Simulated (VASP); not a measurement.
VASP 6.6.1 run: BN

INCAR

```
ISMEAR = 0
METAGGA = R2SCAN
ALGO = Normal
LCHARG = .FALSE.
ENCUT = 350
EDIFF = 1E-7
NBANDS = 11
NSW = 0
IBRION = -1
LREAL = .FALSE.
SIGMA = 0.01
LWAVE = .FALSE.
NELM = 120
ISIF = 2
PREC = Accurate
NELECT = 7
LASPH = .TRUE.
```

KPOINTS

```
KPOINTS created by Atomic Simulation Environment
0
Gamma
12 12 12
0 0 0
```

POSCAR

```
B  N
 1.0000000000000000
     0.0000000000000000    1.8589702132000001    1.8589702132000001
     1.8589702132000001    0.0000000000000000    1.8589702132000001
     1.8589702132000001    1.8589702132000001    0.0000000000000000
 B   N
   1   1
Cartesian
  0.0000000000000000  0.0000000000000000  0.0000000000000000
  0.9294851066000001  0.9294851066000001  0.9294851066000001
```

The recommended PBE PAW datasets give the neutral cell 8 valence electrons.

Command

```
mpirun -np 1 vasp_std
```

OSZICAR

```
N       E                     dE             d eps       ncg     rms          rms(c)
DAV:   1    -0.100437701815E+02   -0.10044E+02   -0.32105E+03  1716   0.431E+02
DAV:   2    -0.247908924720E+02   -0.14747E+02   -0.14220E+02  1894   0.101E+02
DAV:   3    -0.250025510098E+02   -0.21166E+00   -0.21136E+00  1866   0.102E+01
DAV:   4    -0.250027590560E+02   -0.20805E-03   -0.20804E-03  1695   0.392E-01
DAV:   5    -0.250027592868E+02   -0.23084E-06   -0.23094E-06  1821   0.114E-02    0.462E+00
DAV:   6    -0.234271972511E+02    0.15756E+01   -0.27579E-01  1638   0.343E+00    0.243E+00
DAV:   7    -0.234415214410E+02   -0.14324E-01   -0.16718E-01  1758   0.243E+00    0.987E-01
DAV:   8    -0.234535194345E+02   -0.11998E-01   -0.19349E-02  1797   0.108E+00    0.525E-01
DAV:   9    -0.234473876862E+02    0.61317E-02   -0.24089E-02  1617   0.770E-01    0.911E-02
DAV:  10    -0.234474026577E+02   -0.14972E-04   -0.79473E-04  1818   0.217E-01    0.270E-02
DAV:  11    -0.234474084279E+02   -0.57702E-05   -0.80638E-05  1641   0.513E-02    0.127E-02
DAV:  12    -0.234474054800E+02    0.29480E-05   -0.14695E-05  1695   0.191E-02    0.160E-03
DAV:  13    -0.234474055186E+02   -0.38658E-07   -0.30778E-07  1653   0.420E-03
   1 F= -.23447406E+02 E0= -.23447351E+02  d E =-.108664E-03
```

From OUTCAR

```
k-points           NKPTS =     72   k-points in BZ     NKDIM =     72   number of bands    NBANDS=     11

   NELECT =       7.0000    total number of electrons

   dimension x,y,z NGX =    16 NGY =   16 NGZ =   16
   dimension x,y,z NGXF=    32 NGYF=   32 NGZF=   32

  energy-cutoff  :      350.00
  volume of cell :       12.85
      direct lattice vectors                 reciprocal lattice vectors
     0.000000000  1.858970213  1.858970213    -0.268966117  0.268966117  0.268966117
     1.858970213  0.000000000  1.858970213     0.268966117 -0.268966117  0.268966117
     1.858970213  1.858970213  0.000000000     0.268966117  0.268966117 -0.268966117

 k-points in reciprocal lattice and weights: KPOINTS created by Atomic Simulation Env
   0.00000000  0.00000000  0.00000000       0.001
   0.08333333  0.00000000  0.00000000       0.005
   0.16666667  0.00000000  0.00000000       0.005
   0.25000000  0.00000000  0.00000000       0.005
   0.33333333  0.00000000  0.00000000       0.005
   0.41666667  0.00000000  0.00000000       0.005
   0.50000000  0.00000000  0.00000000       0.002
   0.08333333  0.08333333  0.00000000       0.003
   ...

 E-fermi :   3.3820

 k-point     1 :       0.0000    0.0000    0.0000
  band No.  band energies     occupation
      1     -14.3138      2.00000
      2       5.4224      0.00000
      3       5.4224      0.00000
      4       5.4224      0.00000
      5      15.7448      0.00000
      6      15.7448      0.00000
      7      15.7448      0.00000
      8      15.8230      0.00000
      9      31.7105      0.00000
     10      34.5813      0.00000
     11      34.5813      0.00000

 k-point     2 :       0.0833    0.0000    0.0000
  band No.  band energies     occupation
      1     -14.1590      2.00000
      2       4.6468      0.00000
      3       5.2823      0.00000
      4       5.2823      0.00000
      5      15.6565      0.00000
      6      15.9816      0.00000
      7      15.9816      0.00000
      8      16.5834      0.00000
      9      31.6929      0.00000
     10      32.8228      0.00000
     11      32.8228      0.00000

 k-point     3 :       0.1667    0.0000    0.0000
  band No.  band energies     occupation
      1     -13.7045      2.00000
      2       2.7672      2.00000
      3       4.9192      0.00000
      4       4.9192      0.00000
      5      15.7328      0.00000
      6      16.5461      0.00000
      7      16.5461      0.00000
      8      17.9799      0.00000
      9      31.3413      0.00000
     10      31.3413      0.00000
     11      31.4615      0.00000

 k-point     4 :       0.2500    0.0000    0.0000
  band No.  band energies     occupation
      1     -12.9819      2.00000
      2       0.5195      2.00000
      3       4.4947      0.00000
      4       4.4947      0.00000
      5      15.8573      0.00000
      6      17.1321      0.00000
      7      17.1321      0.00000
      8      19.4214      0.00000
      9      30.9080      0.00000
     10      30.9080      0.00000
     11      30.9750      0.00000

 k-point     5 :       0.3333    0.0000    0.0000
  band No.  band energies     occupation
      1     -12.0736      2.00000
      2      -1.6105      2.00000
      3       4.1168      0.00000
      4       4.1168      0.00000
      5      15.9757      0.00000
      6      17.4803      0.00000
      7      17.4803      0.00000
      8      20.6257      0.00000
      9      30.6192      0.00000
     10      31.5803      0.00000
     11      31.5803      0.00000

 ...

  Total      -13.6210152    -13.6210152    -13.6210152      0.0000000     -0.0000000      0.0000000
  in kB    -1698.5282363  -1698.5282363  -1698.5282363      0.0000000     -0.0000000      0.0000000
  external PRESSURE =   -1698.5282363 kB  Pullay stress =       0.0000000 kB

 POSITION                                       TOTAL-FORCE (eV/Angst)
 -----------------------------------------------------------------------------------
      0.00000      0.00000      0.00000         0.000000      0.000000      0.000000
      0.92949      0.92949      0.92949        -0.000000     -0.000000     -0.000000
 -----------------------------------------------------------------------------------
    total drift:                               -0.000001     -0.000001     -0.000001

  FREE ENERGIE OF THE ION-ELECTRON SYSTEM (eV)
  ---------------------------------------------------
  free  energy   TOTEN  =       -23.4474055186 eV

  energy  without entropy=      -23.4472968545  energy(sigma->0) =      -23.44735119
```

It converged. Results: pressure -169.9 GPa.

The cell is charged and sits in a uniform background.

For comparison, a separate r²SCAN run of the intended cell, on usual settings and not on those above, gives a gap of 4.87 eV on its mesh and a pressure of -28.7 GPa.

The run above took about 15 s on one core of a shared host (Intel Xeon Platinum 8488C) and held 0.11 GiB at most.
